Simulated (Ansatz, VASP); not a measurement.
**Two plane-wave programs on SiC**

Contents of INCAR:

```
SYSTEM = SiC
ALGO = Normal ; EDIFF = 1E-7
ENCUT = 520 ; GGA = CA
ISIF = 2 ; ISMEAR = 0
LASPH = .TRUE. ; LCHARG = .FALSE.
LREAL = .FALSE. ; LWAVE = .FALSE.
NBANDS = 16 ; NELM = 100
PREC = Accurate ; SIGMA = 0.01
```

File KPOINTS:

```
k-points
0
G
  12 12 4
  0 0 0
```

File POSCAR:

```
SiC
1.0
    3.0753562516      0.0000000000      0.0000000000
   -1.5376781258      2.6633366395      0.0000000000
    0.0000000000      0.0000000000      5.0481081077
Si C
2 2
Direct
    0.3333333333      0.6666666667     -0.0004084095
    0.6666666667      0.3333333333      0.4995915905
    0.3333333333      0.6666666667      0.3754084095
    0.6666666667      0.3333333333      0.8754084095
```

Input for Ansatz:

```yaml
crystal:
  lattice:
    - [3.0753562516, 0.0, 0.0]
    - [-1.5376781258, 2.6633366395, 0.0]
    - [0.0, 0.0, 5.0481081077]
  atoms:
    - { symbol: Si, position: [0.3333333333, 0.6666666667, -0.0004084095] }
    - { symbol: Si, position: [0.6666666667, 0.3333333333, 0.4995915905] }
    - { symbol: C, position: [0.3333333333, 0.6666666667, 0.3754084095] }
    - { symbol: C, position: [0.6666666667, 0.3333333333, 0.8754084095] }
kpoints:
  mp_grid: { grid: [12, 12, 4] }
hamiltonian:
  xc: lda
scf:
  occupations: { method: fixed }
output:
  optics:
    e_range: [2, 15]
    de: 0.05
    sigma: 0.05
    scissors: 2.5
    scheme: gaussian
    bands: auto
```

Alike in both runs: task single point; functional LDA; k mesh 12 × 12 × 4; no spin polarisation.

|  | VASP | Ansatz |
| --- | --- | --- |
| version | VASP 6.6.1 | Ansatz 0.2.0 |
| potentials or method | VASP PAW LDA potentials, release 64 (Si, C) | plane waves, PAW |
| plane-wave cutoff (eV) | 520 | 420 |
| occupations | gaussian, width 0.01 eV | fixed |
| valence electrons in the cell | 16 | 16 |

|  | VASP | Ansatz | Ansatz less VASP |
| --- | --- | --- | --- |
| gap on the k mesh at the Fermi level (eV) | 2.15 | 2.16 | +0.014 |

A k mesh can miss the band edges. LDA gaps usually lie below the measured ones, often by a third to a half.
